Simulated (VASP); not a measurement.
## Co2PdO4: work function with PBE

Co2PdO4, a slab with vacuum:

```
O Co Pd
1.0
     2.84500    0.00000    0.00000
    -1.42250    2.46384    0.00000
     0.00000    0.00000   22.90952
O Co Pd
4 2 1
Cartesian
  0.0000 0.0000 7.5000
  1.4225 0.8213 9.4495
  1.4225 0.8213 13.4600
  0.0000 1.6426 15.4095
  0.0000 1.6426 8.4748
  0.0000 0.0000 14.4348
  1.4225 0.8213 11.4548
```

The cell isn't the ideal one: the (0 0 1) slab of CoPdO2, cut from the database cell, not relaxed.

| Item | Value |
| --- | --- |
| Program | VASP 6.6.1 |
| Task | work function |
| Functional | PBE |
| Potentials or basis | VASP PAW PBE potentials, release 64 (O, Co, Pd) |
| Cutoff | 520 eV |
| k mesh | 11 × 11 × 1 |
| Occupations | gaussian, width 0.05 eV |
| Spin | collinear spin, ferromagnetic start |
| Starting moments | [0.0, 0.0, 0.0, 0.0, 2.0, 2.0, 0.0] μB |
| Dipole correction | yes |
| Further INCAR settings | ALGO = Fast; EDIFF = 1e-06 |

```json
{
  "Largest force": "1.375 eV/Å",
  "Band gap on the k mesh": "none (metal or under the smearing width)",
  "Net moment": "1.01 μB per cell",
  "Site moments": "O +0.06, +0.02; Co +0.38; Pd +0.03 μB",
  "Valence electrons inside the program's atomic spheres": "O 4.90, 5.00; Co 8.33; Pd 9.37",
  "Work function of the upper face": "7.73 eV",
  "Work function of the lower face": "7.73 eV"
}
```

Forces on the atoms (eV/Å):
```
O    0.000  0.000  1.238
O    0.000  0.000  0.082
O    0.000  0.000 -0.082
O    0.000  0.000 -1.238
Co   0.000  0.000 -1.375
Co   0.000  0.000  1.375
Pd   0.000  0.000  0.000
```

Levels at points of the mesh, in eV from the Fermi level:
Spin up:
| k point | band 25 | band 26 | band 27 | band 28 | band 29 | band 30 |
| --- | --- | --- | --- | --- | --- | --- |
| (0.00, 0.00, 0.00) | -0.65 | -0.42 | -0.36 | 2.23 | 2.23 | 2.36 |
Spin down:
| k point | band 21 | band 22 | band 23 | band 24 | band 25 | band 26 | band 27 | band 28 | band 29 | band 30 |
| --- | --- | --- | --- | --- | --- | --- | --- | --- | --- | --- |
| (0.00, 0.00, 0.00) | -1.18 | -1.18 | -1.18 | -0.62 | -0.62 | 0.18 | 0.26 | 2.43 | 2.43 | 2.55 |

It took 8.2 min on 1 thread of Intel(R) Xeon(R) Platinum 8259CL CPU @ 2.50GHz (Skylake/Cascade Lake), with other jobs on the host, peak memory 0.47 GiB.

Caveat: semilocal functionals often make such compounds metallic where correlation or magnetic order opens a gap, which also shifts bond lengths.
